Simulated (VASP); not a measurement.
# KZnF3: X-ray absorption with a core hole, part 3 of 3

Wanted: the near-edge structure of KZnF3. The cell has space group Pm-3m. The start is a cell from a database of measured crystal structures.

VASP 6.6.1, plane waves and PAW; the level of theory is named at each step.

So far. Step 3 (K edge, Wyckoff site Zn b, full hole): The smoothed xx curve reaches a tenth of its top at about 9529 eV.

**4. K edge, one more run**

This step: supercell core-hole method, PBE; plane waves and PAW (Zn, Zn, K_sv, F) (VASP 6.6.1).

A run with a slip in its input follows, to show how it looks in the output.

Input file INCAR:

```
SYSTEM = KZnF3
PREC = Accurate
ENCUT = 400
EDIFF = 1E-06
NELM = 60
ISMEAR = 0
SIGMA = 0.05
LREAL = Auto
ALGO = Normal
GGA = PE
LWAVE = .FALSE.
LCHARG = .FALSE.
ICORELEVEL = 2
CLNT = 1
CLN = 4
CLL = 0
CLZ = 1
CH_LSPEC = .TRUE.
CH_NEDOS = 1500
CH_SIGMA = 1
NBANDS = 472
```

Input file POSCAR:

```
KZnF3
1.0
    8.1000000000      0.0000000000      0.0000000000
    0.0000000000      8.1000000000      0.0000000000
    0.0000000000      0.0000000000      8.1000000000
Zn Zn K F
1 7 8 24
Direct
    0.2500000000      0.2500000000      0.2500000000
    0.2500000000      0.2500000000      0.7500000000
    0.2500000000      0.7500000000      0.2500000000
    0.2500000000      0.7500000000      0.7500000000
    0.7500000000      0.2500000000      0.2500000000
    0.7500000000      0.2500000000      0.7500000000
    0.7500000000      0.7500000000      0.2500000000
    0.7500000000      0.7500000000      0.7500000000
    0.0000000000      0.0000000000      0.0000000000
    0.0000000000      0.0000000000      0.5000000000
    0.0000000000      0.5000000000      0.0000000000
    0.0000000000      0.5000000000      0.5000000000
    0.5000000000      0.0000000000      0.0000000000
    0.5000000000      0.0000000000      0.5000000000
    0.5000000000      0.5000000000      0.0000000000
    0.5000000000      0.5000000000      0.5000000000
    0.2500000000      0.2500000000      0.0000000000
    0.2500000000      0.2500000000      0.5000000000
    0.2500000000      0.7500000000      0.0000000000
    0.2500000000      0.7500000000      0.5000000000
    0.7500000000      0.2500000000      0.0000000000
    0.7500000000      0.2500000000      0.5000000000
    0.7500000000      0.7500000000      0.0000000000
    0.7500000000      0.7500000000      0.5000000000
    0.0000000000      0.2500000000      0.2500000000
    0.0000000000      0.2500000000      0.7500000000
    0.0000000000      0.7500000000      0.2500000000
    0.0000000000      0.7500000000      0.7500000000
    0.5000000000      0.2500000000      0.2500000000
    0.5000000000      0.2500000000      0.7500000000
    0.5000000000      0.7500000000      0.2500000000
    0.5000000000      0.7500000000      0.7500000000
    0.2500000000      0.0000000000      0.2500000000
    0.2500000000      0.0000000000      0.7500000000
    0.2500000000      0.5000000000      0.2500000000
    0.2500000000      0.5000000000      0.7500000000
    0.7500000000      0.0000000000      0.2500000000
    0.7500000000      0.0000000000      0.7500000000
    0.7500000000      0.5000000000      0.2500000000
    0.7500000000      0.5000000000      0.7500000000
```

Input file KPOINTS:

```
Automatic mesh
0
Gamma
3 3 3
0 0 0
```

The projector-augmented-wave data sets are Zn, Zn, K_sv and F (PBE family, release 64).

Command:

```
> mpirun -np 8 vasp_std
```

The program printed:

```text
[... set-up lines as in an earlier step ...]
 entering main loop
       N       E                     dE             d eps       ncg     rms          rms(c)
DAV:   1     0.333633499012E+04    0.33363E+04   -0.94088E+04  3776   0.707E+02
DAV:   2     0.597955643148E+02   -0.32765E+04   -0.28424E+04  3856   0.234E+02
DAV:   3    -0.358076146887E+03   -0.41787E+03   -0.40093E+03  4376   0.924E+01
DAV:   4    -0.378179394323E+03   -0.20103E+02   -0.19526E+02  5616   0.158E+01
[...]
DAV:  34    -0.306776306130E+03   -0.44165E-05   -0.43694E-07  3456   0.248E-03    0.227E-03
DAV:  35    -0.306776307510E+03   -0.13794E-05   -0.25362E-07  2488   0.946E-04    0.126E-03
DAV:  36    -0.306776307924E+03   -0.41482E-06   -0.12612E-07  2168   0.433E-04
   1 F= -.30677631E+03 E0= -.30677007E+03  d E =-.124691E-01
 Starting Core_Hole_Spec
 -----------------------------------------------------------------------------
|                                                                             |
|     EEEEEEE  RRRRRR   RRRRRR   OOOOOOO  RRRRRR      ###     ###     ###     |
|     E        R     R  R     R  O     O  R     R     ###     ###     ###     |
|     E        R     R  R     R  O     O  R     R     ###     ###     ###     |
|     EEEEE    RRRRRR   RRRRRR   O     O  RRRRRR       #       #       #      |
|     E        R   R    R   R    O     O  R   R                               |
|     E        R    R   R    R   O     O  R    R      ###     ###     ###     |
|     EEEEEEE  R     R  R     R  OOOOOOO  R     R     ###     ###     ###     |
|                                                                             |
|     NL_CORE could not be set, ERROR, exiting...                             |
|                                                                             |
|       ---->  I REFUSE TO CONTINUE WITH THIS SICK JOB ... BYE!!! <----       |
|                                                                             |
 -----------------------------------------------------------------------------

1
1
1
1
1
1
1
1
```

Run time: 5.7 min. Hardware: 8 MPI ranks of AMD EPYC 9R45, shared host.

The run ended with an error.

VASP's message: “NL_CORE could not be set, ERROR, exiting...”. No number of this run is used.

The fault in the input: shell not in the core (CLN = 4 and CLL = 0). 

**5. Summary**

This step: supercell core-hole method, PBE; plane waves and PAW (VASP 6.6.1).

Derived from the runs above.

Core-hole runs:

```
site       hole  cost (core minutes)
Zn b  full hole                 23.2
```

**6. What came out**

```json
{
 "K edge of Zn b, full hole": "xx reaches a tenth of its top at 9529.2 eV on the program's axis; share within the next 5 eV of the next 20 eV: 34 %"
}
```

The Zn K edge, for light polarised along x, reaches a tenth of its top at 9529.2 eV on the program's axis. That mark passes over any weaker pre-edge, and only dipole transitions enter. In the charged run (full hole) weight just under or at the onset may be a state bound to the hole or the highest filled band counted as a final state; this wasn't checked, so onset and share of that run are in doubt. One site of the element was run (Wyckoff letter b). With 40 atoms and a 3×3×3 mesh the peak shapes still carry the imprint of the mesh. The fall at the high end is where NBANDS ends. The other core electrons stay frozen, so neither the program's energy axis nor the change of TOTEN is an excitation energy; spectra are aligned at the onset when set beside measurement. The given cell is kept, although it stands at -3.3 GPa at PBE and ENCUT = 400 eV, which holds the mismatch of the given cell with this functional, any error of the entry itself and any basis-set error. Not tabulated here, as repeats of values shown or as unfit to read for their mesh, reference level or band range: gaps (K edge, supercell without a hole); pressures of a box with vacuum or a charge (K edge); core levels (K edge). The run with shell not in the core isn't used: the shell asked for isn't a core shell of this data set.

[Lines on the potential files, build, host, timing and source positions are cut from VASP's logs without a mark.]

[Logs are printed without paths, hosts, clocks, repeated set-up lines and the standing remarks that a program may print on its own settings, such as how far it seeks lower states.]

[Hosts, paths, dates, database ids (printed as entryN), source tags and the programs' standing remarks are cut or masked in the printed files.]
